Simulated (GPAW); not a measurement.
# GaAs (F-43m) in GPAW: a series of runs, part 3 of 3

GPAW 26.7.0.

## Step 6: Born charges, r2SCAN

run.py

```python
import json
import numpy as np
from ase import Atoms
from ase.constraints import FixSymmetry
from ase.filters import FrechetCellFilter
from ase.io import read, write
from ase.optimize import BFGS
from phonopy import Phonopy
from phonopy.structure.atoms import PhonopyAtoms
from gpaw import GPAW, PW
from gpaw.berryphase import polarization_phase

atoms = read('POSCAR')

calc = GPAW(mode=PW(510),
            xc='MGGA_X_R2SCAN+MGGA_C_R2SCAN',
            kpts={'size': (5, 5, 5), 'gamma': True},
            occupations={'name': 'fermi-dirac', 'width': 0.01},
            nbands=11,
            convergence={'density': 1e-06, 'eigenstates': 1e-09},
            mixer={'backend': 'pulay', 'beta': 0.02, 'nmaxold': 8, 'weight': 100.0},
            random=True,
            maxiter=100,
            txt='gpaw.txt')
atoms.calc = calc
atoms.set_constraint(FixSymmetry(atoms))
BFGS(FrechetCellFilter(atoms), trajectory='relax.traj', logfile='-').run(fmax=0.005, steps=40)
atoms.set_constraint()
energy = atoms.get_potential_energy()
forces = atoms.get_forces()
stress = atoms.get_stress()
calc.write('gs.gpw')
write('result.traj', atoms)
print('Cell:', atoms.cell.cellpar().round(4))
print(atoms.get_scaled_positions().round(5))

n = len(atoms)
unit = PhonopyAtoms(symbols=atoms.get_chemical_symbols(), cell=atoms.cell[:], scaled_positions=atoms.get_scaled_positions())
ph = Phonopy(unit, supercell_matrix=np.eye(3, dtype=int), primitive_matrix=np.eye(3), symprec=1e-4)
ph.generate_displacements(distance=0.01, is_plusminus=True)
forces, phases = [], []
for i, move in enumerate(ph.dataset['first_atoms']):
    b = atoms.copy()
    b.positions[move['number']] += move['displacement']
    c = GPAW(mode=PW(510),
             xc='MGGA_X_R2SCAN+MGGA_C_R2SCAN',
             kpts={'size': (5, 5, 5), 'gamma': True},
             occupations={'name': 'fermi-dirac', 'width': 0.01},
             nbands=11,
             convergence={'density': 1e-06, 'eigenstates': 1e-09},
             mixer={'backend': 'pulay', 'beta': 0.02, 'nmaxold': 8, 'weight': 100.0},
             random=True,
             maxiter=100,
             symmetry='off',
             txt=f'disp-{i:02d}.txt')
    b.calc = c
    f = b.get_forces()
    forces.append(f - f.mean(axis=0))
    c.write('disp.gpw', 'all')
    phases.append(polarization_phase(gpw_wfs='disp.gpw')['phase_c'])
    print(move['number'], np.round(move['displacement'], 4), 'phases', phases[-1].round(5), flush=True)

# each pair of opposite moves, with its images under the space group
ops, cell, spos = ph.symmetry.symmetry_operations, atoms.cell[:].T, atoms.get_scaled_positions()
moves, dipoles = [[] for a in atoms], [[] for a in atoms]
for move, up, down in zip(ph.dataset['first_atoms'][::2], phases[::2], phases[1::2]):
    dphi = (up - down + np.pi) % (2 * np.pi) - np.pi
    dp = dphi @ atoms.cell[:] / (2 * np.pi)  # e A
    for w, t in zip(ops['rotations'], ops['translations']):
        x = w @ spos[move['number']] + t - spos
        b = np.linalg.norm(x - x.round(), axis=1).argmin()
        R = cell @ w @ np.linalg.inv(cell)
        moves[b].append(R @ move['displacement'] * 2)
        dipoles[b].append(R @ dp)
Z = np.array([np.linalg.lstsq(np.array(u), np.array(p), rcond=None)[0].T for u, p in zip(moves, dipoles)])  # Z[a, i, j] = dp_i / du_j
ph.forces = forces
ph.produce_force_constants()
ph.symmetrize_force_constants()
H = ph.force_constants.transpose(0, 2, 1, 3).reshape((3 * n, 3 * n))
rule = Z.sum(axis=0)
print('Sum of the charges:')
print(rule.round(4))
Z -= rule / n
for a in atoms:
    print(a.symbol)
    print(Z[a.index].round(3))
w = np.repeat(atoms.get_masses()**-0.5, 3)
omega2, modes = np.linalg.eigh(H * w * w[:, None])
nu = np.sign(omega2) * abs(omega2)**0.5 * 521.4709  # cm^-1
dipoles = np.einsum('aij,ajm->mi', Z, (modes * w[:, None]).reshape((n, 3, -1)))  # e / amu^0.5
optical = np.argsort(abs(omega2))[3:]
eps_ion = sum(np.outer(dipoles[m], dipoles[m]) / omega2[m] for m in optical) * 4 * np.pi * 14.399645 / atoms.get_volume()
for m in range(3 * n):
    print(f'{nu[m]:9.2f} cm^-1  IR {(dipoles[m]**2).sum():8.4f} e^2/amu')
print('Lattice part of the dielectric tensor:')
print(eps_ion.round(3))
json.dump({'Z': Z.tolist(), 'rule': rule.tolist(), 'nu': nu.tolist(), 'ir': (dipoles**2).sum(1).tolist(), 'eps_ion': eps_ion.tolist()},
          open('born.json', 'w'))
```

POSCAR

```
GaAs
1.0
    0.0000000000      2.8268500000      2.8268500000
    2.8268500000      0.0000000000      2.8268500000
    2.8268500000      2.8268500000      0.0000000000
As Ga
1 1
Direct
    0.7500000000      0.7500000000      0.7500000000
    0.0000000000      0.0000000000      0.0000000000
```

Potentials or basis: GPAW PAW data sets (gpaw-data 1.2.1), pw.

Command:

```sh
OMP_NUM_THREADS=1 python run.py
```

gpaw.txt:

```text
__  _  _
 | _ |_)|_||  |
 |__||  | ||/\| - 26.7.0

Input parameters:
  mode=PW(ecut=510.0),
  convergence={'density': 1e-06, 'eigenstates': 1e-09},
  kpts=MonkhorstPack(size=(5, 5, 5), gamma=True),
  maxiter=100,
  mixer=Pulay(name='pulay', nmaxold=8, beta=0.02, weight=100.0, sigma=0.015, g_ss=None),
  nbands=11,
  occupations=Occupations(name='fermi-dirac', width=0.01),
  random=True,
  xc=XC(name='MGGA_X_R2SCAN+MGGA_C_R2SCAN')
Initializing wave functions with random numbers

                    As

       Ga

Atoms  # Å, Bohr magnetons
|   | symbol |        x |        y |        z |    initial magnetic moments |
|---|--------|----------|----------|----------|-----------------------------|
| 0 |     As | 4.240275 | 4.240275 | 4.240275 | ( 0.0000,  0.0000,  0.0000) |
| 1 |     Ga | 0.000000 | 0.000000 | 0.000000 | ( 0.0000,  0.0000,  0.0000) |

Unit cell  # Å
| periodic |        x |        y |        z |  lengths |    angles |
|----------|----------|----------|----------|----------|-----------|
|      yes | 0.000000 | 2.826850 | 2.826850 | 3.997770 | 60.000000 |
|      yes | 2.826850 | 0.000000 | 2.826850 | 3.997770 | 60.000000 |
|      yes | 2.826850 | 2.826850 | 0.000000 | 3.997770 | 60.000000 |

Number of symmetries: 24
Symmetry operations  # r_c * U_cc + t_c -> r_c
|    | kind |            matrix            |
|----|------|------------------------------|
|  0 |  E   |  1, 0, 0,  0, 1, 0,  0, 0, 1 |
|  1 |  σ   |  1, 0, 0,  0, 0, 1,  0, 1, 0 |
|  2 |  σ   |  1, 0,-1,  0, 1,-1,  0, 0,-1 |
|  3 |  C3  |  1, 0,-1,  0, 0,-1,  0, 1,-1 |
|  4 |  C3  |  1,-1, 0,  0,-1, 1,  0,-1, 0 |
|  5 |  σ   |  1,-1, 0,  0,-1, 0,  0,-1, 1 |
|  6 |  σ   |  0, 1, 0,  1, 0, 0,  0, 0, 1 |
|  7 |  C3  |  0, 1, 0,  0, 0, 1,  1, 0, 0 |
|  8 |  C2  |  0, 1,-1,  1, 0,-1,  0, 0,-1 |
|  9 |  S4  |  0, 1,-1,  0, 0,-1,  1, 0,-1 |
| 10 |  C3  |  0, 0, 1,  1, 0, 0,  0, 1, 0 |
| 11 |  σ   |  0, 0, 1,  0, 1, 0,  1, 0, 0 |
| 12 |  S4  |  0, 0,-1,  1, 0,-1,  0, 1,-1 |
| 13 |  C3  |  0, 0,-1,  0, 1,-1,  1, 0,-1 |
| 14 |  S4  |  0,-1, 1,  1,-1, 0,  0,-1, 0 |
| 15 |  C2  |  0,-1, 1,  0,-1, 0,  1,-1, 0 |
| 16 |  C3  |  0,-1, 0,  1,-1, 0,  0,-1, 1 |
| 17 |  S4  |  0,-1, 0,  0,-1, 1,  1,-1, 0 |
| 18 |  S4  | -1, 1, 0, -1, 0, 1, -1, 0, 0 |
| 19 |  C3  | -1, 1, 0, -1, 0, 0, -1, 0, 1 |
| 20 |  C3  | -1, 0, 1, -1, 1, 0, -1, 0, 0 |
| 21 |  S4  | -1, 0, 1, -1, 0, 0, -1, 1, 0 |
[... 183 lines left out ...]
Gap: 1.071 eV
Transition (v -> c):
  (s=0, k=0, n=3, [0.00, 0.00, 0.00]) -> (s=0, k=0, n=4, [0.00, 0.00, 0.00])
No difference between direct/indirect transitions

Stress tensor  # eV/Ang^3
|         x |         y |         z |
|-----------|-----------|-----------|
| -0.006686 |  0.000000 |  0.000000 |
|  0.000000 | -0.006686 |  0.000000 |
|  0.000000 |  0.000000 | -0.006686 |

Forces  # eV/Ang
|       x |       y |       z |
|---------|---------|---------|
| 0.00000 | 0.00000 | 0.00000 |  # As   0
| 0.00000 | 0.00000 | 0.00000 |  # Ga   1

Interpolating wave functions to new cell

                    As

       Ga

Atoms  # Å, Bohr magnetons
|   | symbol |        x |        y |        z |    initial magnetic moments |
|---|--------|----------|----------|----------|-----------------------------|
| 0 |     As | 4.244852 | 4.244852 | 4.244852 | ( 0.0000,  0.0000,  0.0000) |
| 1 |     Ga | 0.000000 | 0.000000 | 0.000000 | ( 0.0000,  0.0000,  0.0000) |

Unit cell  # Å
| periodic |         x |        y |        z |  lengths |    angles |
|----------|-----------|----------|----------|----------|-----------|
|      yes | -0.000000 | 2.829901 | 2.829901 | 4.002085 | 60.000000 |
|      yes |  2.829901 | 0.000000 | 2.829901 | 4.002085 | 60.000000 |
|      yes |  2.829901 | 2.829901 | 0.000000 | 4.002085 | 60.000000 |

Number of symmetries: 24
Symmetry operations  # r_c * U_cc + t_c -> r_c
|    | kind |            matrix            |
|----|------|------------------------------|
|  0 |  E   |  1, 0, 0,  0, 1, 0,  0, 0, 1 |
|  1 |  σ   |  1, 0, 0,  0, 0, 1,  0, 1, 0 |
|  2 |  σ   |  1, 0,-1,  0, 1,-1,  0, 0,-1 |
|  3 |  C3  |  1, 0,-1,  0, 0,-1,  0, 1,-1 |
|  4 |  C3  |  1,-1, 0,  0,-1, 1,  0,-1, 0 |
|  5 |  σ   |  1,-1, 0,  0,-1, 0,  0,-1, 1 |
|  6 |  σ   |  0, 1, 0,  1, 0, 0,  0, 0, 1 |
|  7 |  C3  |  0, 1, 0,  0, 0, 1,  1, 0, 0 |
|  8 |  C2  |  0, 1,-1,  1, 0,-1,  0, 0,-1 |
|  9 |  S4  |  0, 1,-1,  0, 0,-1,  1, 0,-1 |
| 10 |  C3  |  0, 0, 1,  1, 0, 0,  0, 1, 0 |
| 11 |  σ   |  0, 0, 1,  0, 1, 0,  1, 0, 0 |
| 12 |  S4  |  0, 0,-1,  1, 0,-1,  0, 1,-1 |
| 13 |  C3  |  0, 0,-1,  0, 1,-1,  1, 0,-1 |
| 14 |  S4  |  0,-1, 1,  1,-1, 0,  0,-1, 0 |
| 15 |  C2  |  0,-1, 1,  0,-1, 0,  1,-1, 0 |
| 16 |  C3  |  0,-1, 0,  1,-1, 0,  0,-1, 1 |
| 17 |  S4  |  0,-1, 0,  0,-1, 1,  1,-1, 0 |
| 18 |  S4  | -1, 1, 0, -1, 0, 1, -1, 0, 0 |
| 19 |  C3  | -1, 1, 0, -1, 0, 0, -1, 0, 1 |
| 20 |  C3  | -1, 0, 1, -1, 1, 0, -1, 0, 0 |
| 21 |  S4  | -1, 0, 1, -1, 0, 0, -1, 1, 0 |
[... 176 lines left out ...]
Gap: 1.043 eV
Transition (v -> c):
  (s=0, k=0, n=3, [0.00, 0.00, 0.00]) -> (s=0, k=0, n=4, [0.00, 0.00, 0.00])
No difference between direct/indirect transitions

Stress tensor  # eV/Ang^3
|         x |         y |         z |
|-----------|-----------|-----------|
| -0.005085 | -0.000000 |  0.000000 |
| -0.000000 | -0.005085 |  0.000000 |
|  0.000000 |  0.000000 | -0.005085 |

Forces  # eV/Ang
|       x |        y |        z |
|---------|----------|----------|
| 0.00000 |  0.00000 |  0.00000 |  # As   0
| 0.00000 | -0.00000 | -0.00000 |  # Ga   1

Interpolating wave functions to new cell

                    As

       Ga

Atoms  # Å, Bohr magnetons
|   | symbol |        x |        y |        z |    initial magnetic moments |
|---|--------|----------|----------|----------|-----------------------------|
| 0 |     As | 4.259623 | 4.259623 | 4.259623 | ( 0.0000,  0.0000,  0.0000) |
| 1 |     Ga | 0.000000 | 0.000000 | 0.000000 | ( 0.0000,  0.0000,  0.0000) |

Unit cell  # Å
| periodic |        x |         y |         z |  lengths |    angles |
|----------|----------|-----------|-----------|----------|-----------|
|      yes | 0.000000 |  2.839748 |  2.839748 | 4.016011 | 60.000000 |
|      yes | 2.839748 | -0.000000 |  2.839748 | 4.016011 | 60.000000 |
|      yes | 2.839748 |  2.839748 | -0.000000 | 4.016011 | 60.000000 |

Number of symmetries: 24
Symmetry operations  # r_c * U_cc + t_c -> r_c
|    | kind |            matrix            |
|----|------|------------------------------|
|  0 |  E   |  1, 0, 0,  0, 1, 0,  0, 0, 1 |
|  1 |  σ   |  1, 0, 0,  0, 0, 1,  0, 1, 0 |
|  2 |  σ   |  1, 0,-1,  0, 1,-1,  0, 0,-1 |
|  3 |  C3  |  1, 0,-1,  0, 0,-1,  0, 1,-1 |
|  4 |  C3  |  1,-1, 0,  0,-1, 1,  0,-1, 0 |
|  5 |  σ   |  1,-1, 0,  0,-1, 0,  0,-1, 1 |
|  6 |  σ   |  0, 1, 0,  1, 0, 0,  0, 0, 1 |
|  7 |  C3  |  0, 1, 0,  0, 0, 1,  1, 0, 0 |
|  8 |  C2  |  0, 1,-1,  1, 0,-1,  0, 0,-1 |
|  9 |  S4  |  0, 1,-1,  0, 0,-1,  1, 0,-1 |
| 10 |  C3  |  0, 0, 1,  1, 0, 0,  0, 1, 0 |
| 11 |  σ   |  0, 0, 1,  0, 1, 0,  1, 0, 0 |
| 12 |  S4  |  0, 0,-1,  1, 0,-1,  0, 1,-1 |
| 13 |  C3  |  0, 0,-1,  0, 1,-1,  1, 0,-1 |
| 14 |  S4  |  0,-1, 1,  1,-1, 0,  0,-1, 0 |
| 15 |  C2  |  0,-1, 1,  0,-1, 0,  1,-1, 0 |
| 16 |  C3  |  0,-1, 0,  1,-1, 0,  0,-1, 1 |
| 17 |  S4  |  0,-1, 0,  0,-1, 1,  1,-1, 0 |
| 18 |  S4  | -1, 1, 0, -1, 0, 1, -1, 0, 0 |
| 19 |  C3  | -1, 1, 0, -1, 0, 0, -1, 0, 1 |
| 20 |  C3  | -1, 0, 1, -1, 1, 0, -1, 0, 0 |
| 21 |  S4  | -1, 0, 1, -1, 0, 0, -1, 1, 0 |
[... 182 lines left out ...]
Gap: 0.956 eV
Transition (v -> c):
  (s=0, k=0, n=3, [0.00, 0.00, 0.00]) -> (s=0, k=0, n=4, [0.00, 0.00, 0.00])
No difference between direct/indirect transitions

Stress tensor  # eV/Ang^3
|         x |         y |         z |
|-----------|-----------|-----------|
| -0.000089 |  0.000000 | -0.000000 |
|  0.000000 | -0.000089 | -0.000000 |
| -0.000000 | -0.000000 | -0.000089 |

Forces  # eV/Ang
|       x |        y |        z |
|---------|----------|----------|
| 0.00000 |  0.00000 | -0.00000 |  # As   0
| 0.00000 | -0.00000 |  0.00000 |  # Ga   1

# Writing to gs.gpw (mode='')
```

Wall time 14 min (1 thread of Arm Neoverse V2, shared host); peak memory 0.62 GiB.

What came out:

* Free energy: -24.2102 eV
* Relaxed volume: 22.90 Å³/atom
* Relaxed cell: a = 4.016 Å, b = 4.016 Å, c = 4.016 Å, α = 60.00°, β = 60.00°, γ = 60.00°
* Space group after relaxing (to 0.05 Å): F-43m (No. 216)
* Pressure after relaxing: 0.0 GPa
* Band gap on the k mesh: 0.96 eV, direct
* Born charges (mean of the diagonal): As -2.28; Ga +2.28 e
* Highest phonon frequency at Γ, LO-TO splitting left out: 271 cm⁻¹

Final structure:
```
As Ga
1.0
     0.00000    2.83975    2.83975
     2.83975    0.00000    2.83975
     2.83975    2.83975    0.00000
As Ga
1 1
Cartesian
  4.2596 4.2596 4.2596
  0.0000 0.0000 0.0000
```

Phonon frequencies in cm⁻¹ (negative: imaginary):
```csv
q point,frequencies
"(0.000, 0.000, 0.000)",0 0 0 271 271 271
```

Born effective charge tensors (e):
atom 1, As
```
-2.28  0.00  0.00
 0.00 -2.28  0.00
 0.00  0.00 -2.28
```
atom 2, Ga
```
2.28 0.00 0.00
0.00 2.28 0.00
0.00 0.00 2.28
```

Caveat: the k mesh is coarse; the cutoff is short for stress and forces, so pressures can be off by a GPa or more; the LO-TO splitting is left out; the PAW data sets were made with another functional, which shifts forces and pressure a little; an odd mesh through Γ misses points on the zone boundary, where band edges often lie. r2SCAN opens gaps a little over a GGA but as a rule still falls short of measured ones.

## Step 7: Overview

| task | level | potentials or basis | spin | cell | k mesh | cutoff (eV) | smearing | maxiter | band path | band points | spin axis theta (degrees) | spin axis phi (degrees) | other keys | mesh quality | gap on the mesh (eV) | pressure (GPa) | V0 of scaled cells (Å³/atom) | B0 (GPa) |
| --- | --- | --- | --- | --- | --- | --- | --- | --- | --- | --- | --- | --- | --- | --- | --- | --- | --- | --- |
| equation of state | SOGGA | PAW data sets generated in the run's folder for this functional, pw | off | as given | 8 × 8 × 8 | 600 | fermi-dirac 0.05 eV | 150 | - | - | - | - | - | not flagged | - | - | 22.95 | 71 |
| band structure | LDA | the program's PAW data sets (release 1.2.1) made for this functional, pw | non-collinear, zero start, SOC | as given | 4 × 4 × 4 | 600 | fermi-dirac 0.05 eV | 150 | GXWKGLUWLK,UX | 80 | - | - | - | coarse | 0.22 | - | - | - |
| band structure | AM05 | PAW data sets generated in the run's folder for this functional, pw | SOC, no magnetisation | as given | 8 × 8 × 8 | 600 | fermi-dirac 0.05 eV | 150 | GXWKGLUWLK,UX | 60 | 0 | 0 | - | not flagged | 0.45 | 1.6 | - | - |
| equation of state | PBE+D4 | GPAW PAW data sets (gpaw-data 1.2.1), pw | off | as given | 8 × 8 × 8 | 600 | fermi-dirac 0.05 eV | 150 | - | - | - | - | - | not flagged | - | - | 23.00 | 71 |
| Born charges | r2SCAN | GPAW PAW data sets (gpaw-data 1.2.1), pw | off | relaxed | 5 × 5 × 5 | 510 | fermi-dirac 0.01 eV | 100 | - | - | - | - | several, not listed | coarse | 0.96 | 0.0 | - | - |

Caveats: some runs use coarse meshes; this program's spin-orbit splittings come out too wide for heavy elements (some runs); spin-orbit coupling was added after a scalar SCF, so levels and gaps hold it while energy, forces, pressure and moments don't (some runs); the cutoff is short for stress and forces, so pressures can be off by a GPa or more (some runs); the LO-TO splitting is left out (some runs); the PAW data sets were made with another functional, which shifts forces and pressure a little (some runs); an odd mesh through Γ misses points on the zone boundary, where band edges often lie (some runs).

Total energies depend on the potentials used, so only differences within one code and one set of settings carry meaning.

## Step 8: Against experiment

Step 4. A measured gap of GaAs is 1.418 eV (direct; 300 K; “Evidence of valence band perturbations in GaAsN/GaAs(001): A combined variable-angle spectroscopic ellipsometry and modulated photoreflectance investigation”, 2008, arxiv:0805.2212); the calculated 0.45 eV misses it by -0.96 eV. 3 values of this kind are on record (1.412 to 1.51 eV); this one was drawn at random among those near their median, those with a stated uncertainty first. The value is that of AM05, without temperature or zero-point motion. Semilocal functionals fall short of measured gaps as a rule.
